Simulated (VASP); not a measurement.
# BaTiO3 (Pm-3m) in VASP: notebook

Runs on BaTiO3. Level: LDA. Tasks: single point.

All numbers are computed with VASP 6.6.1; they aren't measurements. Logs are shortened: lines on timing, memory, paths and dates and some standing lists are left out, and cuts for length are marked.

## (1) The structure

Symmetry: Pm-3m, No. 221, cubic system. Conventional cell: a = 4.006 Å, b = 4.006 Å, c = 4.006 Å, α = 90.00°, β = 90.00°, γ = 90.00°. Ba (site symmetry m-3m) has 12 O at 2.83 Å as nearest neighbours. Around Ti (site symmetry m-3m) lie 6 O at 2.00 Å. O (site symmetry 4/mmm) is surrounded by 2 Ti at 2.00 Å.

## (2) Single point, LDA

Contents of INCAR:

```
PREC = Accurate
ENCUT = 460
EDIFF = 1E-7
ISMEAR = 0
SIGMA = 0.05
LREAL = False
LASPH = True
NELM = 100
ALGO = Normal
ISIF = 2
LWAVE = False
LCHARG = False
GGA = CA
ADDGRID = False
```

Contents of KPOINTS:

```
Automatic mesh
0
Gamma
  3 3 3
```

Contents of POSCAR:

```
BaTiO3
1.0
    4.0060000000      0.0000000000      0.0000000000
    0.0000000000      4.0060000000      0.0000000000
    0.0000000000      0.0000000000      4.0060000000
Ba Ti O
1 1 3
Direct
    0.5000000000      0.5000000000      0.5000000000
    0.0000000000      0.0000000000      0.0000000000
    0.0000000000      0.0000000000      0.5000000000
    0.0000000000      0.5000000000      0.0000000000
    0.5000000000      0.0000000000      0.0000000000
```

Potentials or basis: VASP PAW LDA potentials, release 64 (Ba_sv, Ti_sv, O).

Command:

```
$ cat potpaw_LDA.64/Ba_sv/POTCAR potpaw_LDA.64/Ti_sv/POTCAR potpaw_LDA.64/O/POTCAR > POTCAR
$ mpirun -np 1 vasp_std > vasp.out
```

OUTCAR:

```text
PREC = Accurate
   ENCUT = 460
   EDIFF = 1E-7
   ISMEAR = 0
   LREAL = False
   LASPH = True
   NELM = 100
   ISIF = 2
   GGA = CA

 Found      4 irreducible k-points:

 Following reciprocal coordinates:
            Coordinates               Weight
  0.000000  0.000000  0.000000      1.000000
  0.333333  0.000000  0.000000      6.000000
  0.333333  0.333333  0.000000     12.000000
  0.333333  0.333333  0.333333      8.000000
   k-points           NKPTS =      4   k-points in BZ     NKDIM =      4   number of bands    NBANDS=     24
   number of dos      NEDOS =    301   number of ions     NIONS =      5
   total plane-waves  NPLWV =  21952
   dimension x,y,z NGX =    28 NGY =   28 NGZ =   28
   dimension x,y,z NGXF=    56 NGYF=   56 NGZF=   56
   ions per type =               1   1   3
   NGX,Y,Z   is equivalent  to a cutoff of  11.62, 11.62, 11.62 a.u.
   NGXF,Y,Z  is equivalent  to a cutoff of  23.24, 23.24, 23.24 a.u.
 SYSTEM =  unknown system
   PREC   = accura    normal or accurate (medium, high low for compatibility)
   ISTART =      0    job   : 0-new  1-cont  2-samecut
   ICHARG =      2    charge: 1-file 2-atom 10-const
   ISPIN  =      1    spin polarized calculation?
   LNONCOLLINEAR =      F non collinear calculations
   LSORBIT =      F    spin-orbit coupling
   LASPH  =      T    aspherical Exc in radial PAW
   ENCUT  =  460.0 eV  33.81 Ry    5.81 a.u.   7.01  7.01  7.01*2*pi/ulx,y,z
   NELM   =    100;   NELMIN=  2; NELMDL= -5     # of ELM steps
   EDIFF  = 0.1E-06   stopping-criterion for ELM
   LREAL  =      F    real-space projection
   EDIFFG = 0.1E-05   stopping-criterion for IOM
   NSW    =      0    number of steps for IOM
   IBRION =     -1    ionic relax: 0-MD 1-quasi-New 2-CG
   NFREE  =      0    steps in history (QN), initial steepest desc. (CG)
   ISIF   =      2    stress and relaxation
   ISYM   =      2    0-nonsym 1-usesym 2-fastsym
   POTIM  = 0.5000    time-step for ionic-motion
   TEBEG  =    0.0;   TEEND  =   0.0 temperature during run
   PSTRESS=    0.0 pullay stress
   NELECT =      40.0000    total number of electrons
   NUPDOWN=      -1.0000    fix difference up-down
   EMIN   =  10.00;   EMAX   =-10.00  energy-range for DOS
   EFERMI =   0.00;   METHOD = LEGACY
   ISMEAR =     0;   SIGMA  =   0.05  broadening in eV -4-tet -1-fermi 0-gaus
   EFERMI_NEDOS =   21; number of points for ismear=-14 and -15
   IALGO  =     38    algorithm
   IMIX   =      4    mixing-type and parameters
     AMIX     =   0.40;   BMIX     =  1.00
     AMIX_MAG =   1.60;   BMIX_MAG =  1.00
  volume/ion in A,a.u.               =      12.86        86.77
  Fermi-wavevector in a.u.,A,eV,Ry     =   1.397603  2.641087 26.576187  1.953295
  Thomas-Fermi vector in A             =   2.520843
   LORBIT       =      0    0 simple, 1 ext, 2 COOP (PROOUT), +10 PAW based schemes
   GGA     = CA    functional components
   LHFCALC =     F    Hartree Fock is set to
   AEXX    =    0.0000 exact exchange contribution
   IVDW    =     0    specifies the selected vdW correction
   LEPSILON=     F    determine dielectric tensor
   LRPA    =     F    only Hartree local field effects (RPA)
 non-spin polarized calculation
 Gauss-broadening in eV      SIGMA  =   0.05
  energy-cutoff  :      460.00
  volume of cell :       64.29
 maximum number of plane-waves:      1463
   NGX = 15   NGY = 15   NGZ = 15

 number of electron      40.0000034 magnetization

 Free energy of the ion-electron system (eV)
  ---------------------------------------------------
  ext. energy  EPLUGINS =         0.00000000
  ---------------------------------------------------
  free energy    TOTEN  =       -44.00525760 eV

  energy without entropy =      -44.00525760  energy(sigma->0) =      -44.00525760

 E-fermi :   3.7085     XC(G=0): -11.7241

 val. band max:        3.3798057568   @ k =   0.0000   0.0000   0.0000
 cond. band min:       5.0959041173   @ k =   0.0000   0.0000   0.0000
 fundamental gap:      1.7160983604
 Fermi energy:         3.7085301215

 k-point     1 :       0.0000    0.0000    0.0000
  band No.  band energies     occupation
      1     -52.4811      2.00000
      2     -29.0905      2.00000
      3     -29.0905      2.00000
      4     -29.0905      2.00000
      5     -21.1535      2.00000
      6     -13.0526      2.00000
[... 16 lines left out ...]
     23       5.0959      0.00000
     24       7.3558      0.00000

 k-point     2 :       0.3333    0.0000    0.0000
  band No.  band energies     occupation
      1     -52.4803      2.00000
      2     -29.1298      2.00000
      3     -29.0889      2.00000
      4     -29.0889      2.00000
      5     -21.0627      2.00000
      6     -13.2129      2.00000
[... 16 lines left out ...]
     23       6.5093      0.00000
     24       7.3628      0.00000

 k-point     3 :       0.3333    0.3333    0.0000
  band No.  band energies     occupation
      1     -52.4795      2.00000
      2     -29.1277      2.00000
      3     -29.1270      2.00000
      4     -29.0873      2.00000
      5     -20.9960      2.00000
      6     -12.9291      2.00000
[... 16 lines left out ...]
     23       6.8810      0.00000
     24       8.0973      0.00000

 k-point     4 :       0.3333    0.3333    0.3333
  band No.  band energies     occupation
      1     -52.4788      2.00000
      2     -29.1258      2.00000
      3     -29.1252      2.00000
      4     -29.1252      2.00000
      5     -20.9392      2.00000
      6     -12.5599      2.00000
[... 16 lines left out ...]
     23       7.0815      0.00000
     24      10.1664      0.00000

------------------------ aborting loop because EDIFF is reached ----------------------------------------

  FORCE on cell =-STRESS in cart. coord.  units (eV):
  Direction    XX          YY          ZZ          XY          YZ          ZX
  --------------------------------------------------------------------------------------
  -------------------------------------------------------------------------------------
  Total       -3.1019163     -3.1019163     -3.1019163     -0.0000000     -0.0000000      0.0000000
  in kB      -77.3050426    -77.3050426    -77.3050426     -0.0000000     -0.0000000      0.0000000
  external PRESSURE =     -77.3050426 kB  Pullay stress =       0.0000000 kB

 VOLUME and BASIS-vectors are now :
 -----------------------------------------------------------------------------
  energy-cutoff  :      460.00
  volume of cell :       64.29
      direct lattice vectors                 reciprocal lattice vectors
     4.006000000  0.000000000  0.000000000     0.249625562  0.000000000  0.000000000
     0.000000000  4.006000000  0.000000000     0.000000000  0.249625562  0.000000000
     0.000000000  0.000000000  4.006000000     0.000000000  0.000000000  0.249625562

 POSITION                                       TOTAL-FORCE (eV/Angst)
 -----------------------------------------------------------------------------------
      2.00300      2.00300      2.00300         0.000000      0.000000      0.000000
      0.00000      0.00000      0.00000         0.000000      0.000000      0.000000
      0.00000      0.00000      2.00300         0.000000      0.000000      0.000000
      0.00000      2.00300      0.00000         0.000000      0.000000      0.000000
      2.00300      0.00000      0.00000         0.000000      0.000000      0.000000
 -----------------------------------------------------------------------------------
    total drift:                                0.000000      0.000000     -0.000000

  FREE ENERGIE OF THE ION-ELECTRON SYSTEM (eV)
  ---------------------------------------------------
  free  energy   TOTEN  =       -44.0052575983 eV

  energy  without entropy=      -44.0052575983  energy(sigma->0) =      -44.00525760
```

Run time: 8.8 s. Hardware: 1 thread of AMD EPYC 7R13 (Zen 3), shared host; peak memory 0.11 GiB.

These settings aren't checked as converged: the numbers below hold their error.

What came out:

```
Free energy            : -44.0053 eV
Pressure               : -7.7 GPa
Band gap on the k mesh : 1.72 eV, direct
```

Caveat: the k mesh is coarse (spacing up to 0.52 Å⁻¹), so the values aren't converged; the cutoff is under 1.25 times the usual one of these potentials, so pressure, stress and relaxed cells hold a basis-set (Pulay) error; spin-orbit coupling is left out, which moves the levels of the heavy elements; an odd mesh through Γ misses points on the zone boundary, where band edges often lie.

## (3) Single point, LDA

INCAR is that of step 2.

KPOINTS is that of step 2.

Contents of POSCAR:

```
BaTiO3
1.0
    4.0060000000      0.0000000000      0.0000000000
    0.0000000000      4.0060000000      0.0000000000
    0.0000000000      0.0000000000      4.0060000000
Ba Ti O
1 1 3
Direct
    0.4701120000      0.5031600000      0.5056990000
   -0.0202070000      0.0016430000     -0.0204470000
   -0.0270160000     -0.0188640000      0.5097340000
   -0.0003670000      0.4971430000     -0.0056670000
    0.4958670000     -0.0087980000      0.0064420000
```

Potentials or basis: VASP PAW LDA potentials, release 64 (Ba_sv, Ti_sv, O).

Command:

```
$ cat potpaw_LDA.64/Ba_sv/POTCAR potpaw_LDA.64/Ti_sv/POTCAR potpaw_LDA.64/O/POTCAR > POTCAR
$ mpirun -np 1 vasp_std > vasp.out
```

Wall time 20 s (1 thread of AMD EPYC 7R13 (Zen 3), shared host); peak memory 0.12 GiB.

These settings aren't checked as converged: the numbers below hold their error.

Results:

```yaml
Free_energy: -44.0060 eV
Pressure: -6.4 GPa
Largest_force: 0.663 eV/Å
Band_gap_on_the_k_mesh: 2.06 eV, direct
```

Caveat: the k mesh is coarse (spacing up to 0.52 Å⁻¹), so the values aren't converged; the cutoff is under 1.25 times the usual one of these potentials, so pressure, stress and relaxed cells hold a basis-set (Pulay) error; spin-orbit coupling is left out, which moves the levels of the heavy elements; an odd mesh through Γ misses points on the zone boundary, where band edges often lie.

## (4) Single point, LDA

INCAR: that of step 3 with these lines changed.

```diff
@@ -1,3 +1,3 @@
 PREC = Accurate
-ENCUT = 460
+ENCUT = 520
 EDIFF = 1E-7
```

KPOINTS is that of step 3.

Contents of POSCAR:

```
BaTiO3
1.0
    4.0060000000      0.0000000000      0.0000000000
    0.0000000000      4.0060000000      0.0000000000
    0.0000000000      0.0000000000      4.0060000000
Ba Ti O
1 1 3
Direct
    0.5000000000      0.5000000000      0.5000000000
    0.0000000000      0.0000000000      0.0000000000
    0.0000000000      0.0000000000      0.5000000000
    0.0000000000      0.5000000000      0.0000000000
    0.5000000000      0.0000000000      0.0000000000
```

Potentials or basis: VASP PAW LDA potentials, release 64 (Ba_sv, Ti_sv, O).

Command:

```
$ cat potpaw_LDA.64/Ba_sv/POTCAR potpaw_LDA.64/Ti_sv/POTCAR potpaw_LDA.64/O/POTCAR > POTCAR
$ mpirun -np 1 vasp_std > vasp.out
```

OUTCAR:

```text
PREC = Accurate
   ENCUT = 520
   EDIFF = 1E-7
   ISMEAR = 0
   LREAL = False
   LASPH = True
   NELM = 100
   ISIF = 2
   GGA = CA

 Found      4 irreducible k-points:

 Following reciprocal coordinates:
            Coordinates               Weight
  0.000000  0.000000  0.000000      1.000000
  0.333333  0.000000  0.000000      6.000000
  0.333333  0.333333  0.000000     12.000000
  0.333333  0.333333  0.333333      8.000000
   k-points           NKPTS =      4   k-points in BZ     NKDIM =      4   number of bands    NBANDS=     24
   number of dos      NEDOS =    301   number of ions     NIONS =      5
   total plane-waves  NPLWV =  27000
   dimension x,y,z NGX =    30 NGY =   30 NGZ =   30
   dimension x,y,z NGXF=    60 NGYF=   60 NGZF=   60
   ions per type =               1   1   3
   NGX,Y,Z   is equivalent  to a cutoff of  12.45, 12.45, 12.45 a.u.
   NGXF,Y,Z  is equivalent  to a cutoff of  24.90, 24.90, 24.90 a.u.
 SYSTEM =  unknown system
   PREC   = accura    normal or accurate (medium, high low for compatibility)
   ISTART =      0    job   : 0-new  1-cont  2-samecut
   ICHARG =      2    charge: 1-file 2-atom 10-const
   ISPIN  =      1    spin polarized calculation?
   LNONCOLLINEAR =      F non collinear calculations
   LSORBIT =      F    spin-orbit coupling
   LASPH  =      T    aspherical Exc in radial PAW
   ENCUT  =  520.0 eV  38.22 Ry    6.18 a.u.   7.45  7.45  7.45*2*pi/ulx,y,z
   NELM   =    100;   NELMIN=  2; NELMDL= -5     # of ELM steps
   EDIFF  = 0.1E-06   stopping-criterion for ELM
   LREAL  =      F    real-space projection
   EDIFFG = 0.1E-05   stopping-criterion for IOM
   NSW    =      0    number of steps for IOM
   IBRION =     -1    ionic relax: 0-MD 1-quasi-New 2-CG
   NFREE  =      0    steps in history (QN), initial steepest desc. (CG)
   ISIF   =      2    stress and relaxation
   ISYM   =      2    0-nonsym 1-usesym 2-fastsym
   POTIM  = 0.5000    time-step for ionic-motion
   TEBEG  =    0.0;   TEEND  =   0.0 temperature during run
   PSTRESS=    0.0 pullay stress
   NELECT =      40.0000    total number of electrons
   NUPDOWN=      -1.0000    fix difference up-down
   EMIN   =  10.00;   EMAX   =-10.00  energy-range for DOS
   EFERMI =   0.00;   METHOD = LEGACY
   ISMEAR =     0;   SIGMA  =   0.05  broadening in eV -4-tet -1-fermi 0-gaus
   EFERMI_NEDOS =   21; number of points for ismear=-14 and -15
   IALGO  =     38    algorithm
   IMIX   =      4    mixing-type and parameters
     AMIX     =   0.40;   BMIX     =  1.00
     AMIX_MAG =   1.60;   BMIX_MAG =  1.00
  volume/ion in A,a.u.               =      12.86        86.77
  Fermi-wavevector in a.u.,A,eV,Ry     =   1.397603  2.641087 26.576187  1.953295
  Thomas-Fermi vector in A             =   2.520843
   LORBIT       =      0    0 simple, 1 ext, 2 COOP (PROOUT), +10 PAW based schemes
   GGA     = CA    functional components
   LHFCALC =     F    Hartree Fock is set to
   AEXX    =    0.0000 exact exchange contribution
   IVDW    =     0    specifies the selected vdW correction
   LEPSILON=     F    determine dielectric tensor
   LRPA    =     F    only Hartree local field effects (RPA)
 non-spin polarized calculation
 Gauss-broadening in eV      SIGMA  =   0.05
  energy-cutoff  :      520.00
  volume of cell :       64.29
 maximum number of plane-waves:      1743
 NGX is ok and might be reduce to    30
   NGX = 15   NGY = 15   NGZ = 15

 number of electron      39.9999976 magnetization

 Free energy of the ion-electron system (eV)
  ---------------------------------------------------
  ext. energy  EPLUGINS =         0.00000000
  ---------------------------------------------------
  free energy    TOTEN  =       -43.99549370 eV

  energy without entropy =      -43.99549370  energy(sigma->0) =      -43.99549370

 E-fermi :   3.7087     XC(G=0): -11.7242

 val. band max:        3.3811308527   @ k =   0.0000   0.0000   0.0000
 cond. band min:       5.0962185546   @ k =   0.0000   0.0000   0.0000
 fundamental gap:      1.7150877018
 Fermi energy:         3.7087259776

 k-point     1 :       0.0000    0.0000    0.0000
  band No.  band energies     occupation
      1     -52.4816      2.00000
      2     -29.0897      2.00000
      3     -29.0897      2.00000
      4     -29.0897      2.00000
      5     -21.1533      2.00000
      6     -13.0533      2.00000
[... 16 lines left out ...]
     23       5.0962      0.00000
     24       7.3559      0.00000
[... 58 lines left out ...]
      2     -29.1250      2.00000
      3     -29.1244      2.00000
      4     -29.1244      2.00000
      5     -20.9390      2.00000
      6     -12.5604      2.00000
[... 16 lines left out ...]
     23       7.0820      0.00000
     24      10.1667      0.00000

------------------------ aborting loop because EDIFF is reached ----------------------------------------

  FORCE on cell =-STRESS in cart. coord.  units (eV):
  Direction    XX          YY          ZZ          XY          YZ          ZX
  --------------------------------------------------------------------------------------
  -------------------------------------------------------------------------------------
  Total       -2.7955801     -2.7955801     -2.7955801     -0.0000000      0.0000000     -0.0000000
  in kB      -69.6706226    -69.6706226    -69.6706226     -0.0000000      0.0000000     -0.0000000
  external PRESSURE =     -69.6706226 kB  Pullay stress =       0.0000000 kB

 VOLUME and BASIS-vectors are now :
 -----------------------------------------------------------------------------
  energy-cutoff  :      520.00
  volume of cell :       64.29
      direct lattice vectors                 reciprocal lattice vectors
     4.006000000  0.000000000  0.000000000     0.249625562  0.000000000  0.000000000
     0.000000000  4.006000000  0.000000000     0.000000000  0.249625562  0.000000000
     0.000000000  0.000000000  4.006000000     0.000000000  0.000000000  0.249625562

 POSITION                                       TOTAL-FORCE (eV/Angst)
 -----------------------------------------------------------------------------------
      2.00300      2.00300      2.00300         0.000000      0.000000      0.000000
      0.00000      0.00000      0.00000         0.000000      0.000000      0.000000
      0.00000      0.00000      2.00300         0.000000      0.000000      0.000000
      0.00000      2.00300      0.00000         0.000000      0.000000      0.000000
      2.00300      0.00000      0.00000         0.000000      0.000000      0.000000
 -----------------------------------------------------------------------------------
    total drift:                               -0.000000     -0.000000      0.000000

  FREE ENERGIE OF THE ION-ELECTRON SYSTEM (eV)
  ---------------------------------------------------
  free  energy   TOTEN  =       -43.9954937049 eV

  energy  without entropy=      -43.9954937049  energy(sigma->0) =      -43.99549370
```

OSZICAR:

```text
N       E                     dE             d eps       ncg     rms          rms(c)
DAV:   1     0.438187506672E+03    0.43819E+03   -0.20820E+04   192   0.178E+03
DAV:   2    -0.103271473815E+02   -0.44851E+03   -0.44067E+03   232   0.477E+02
DAV:   3    -0.530978430902E+02   -0.42771E+02   -0.42709E+02   256   0.148E+02
DAV:   4    -0.547879818022E+02   -0.16901E+01   -0.16893E+01   264   0.285E+01
DAV:   5    -0.548200380847E+02   -0.32056E-01   -0.32055E-01   256   0.355E+00    0.224E+01
DAV:   6    -0.444168136903E+02    0.10403E+02   -0.73652E+01   280   0.755E+01    0.101E+01
DAV:   7    -0.441773423209E+02    0.23947E+00   -0.10018E+01   248   0.239E+01    0.586E+00
DAV:   8    -0.440173809209E+02    0.15996E+00   -0.14240E+00   256   0.110E+01    0.223E+00
DAV:   9    -0.440120189853E+02    0.53619E-02   -0.18351E-01   232   0.328E+00    0.105E+00
DAV:  10    -0.439976879196E+02    0.14331E-01   -0.11621E-01   240   0.319E+00    0.361E-01
DAV:  11    -0.439955599465E+02    0.21280E-02   -0.18505E-02   232   0.831E-01    0.864E-02
DAV:  12    -0.439955232682E+02    0.36678E-04   -0.17647E-03   256   0.391E-01    0.647E-02
DAV:  13    -0.439955083103E+02    0.14958E-04   -0.10686E-04   272   0.851E-02    0.325E-02
DAV:  14    -0.439954934330E+02    0.14877E-04   -0.90392E-05   208   0.527E-02    0.774E-03
DAV:  15    -0.439954937310E+02   -0.29799E-06   -0.26576E-06   240   0.117E-02    0.576E-03
DAV:  16    -0.439954937049E+02    0.26104E-07   -0.65225E-07   224   0.455E-03
   1 F= -.43995494E+02 E0= -.43995494E+02  d E =-.712866E-21
```

Run time: 8.6 s. Hardware: 1 thread of AMD EPYC 7R13 (Zen 3), shared host; peak memory 0.12 GiB.

The run converged, but some of its settings lie outside the range that counts as converged, so its numbers aren't taken as properties of the crystal.

Results:

```yaml
Free_energy: -43.9955 eV
Pressure: -7.0 GPa
Band_gap_on_the_k_mesh: 1.72 eV, direct
```

Caveat: the k mesh is coarse (spacing up to 0.52 Å⁻¹), so the values aren't converged; spin-orbit coupling is left out, which moves the levels of the heavy elements; an odd mesh through Γ misses points on the zone boundary, where band edges often lie.
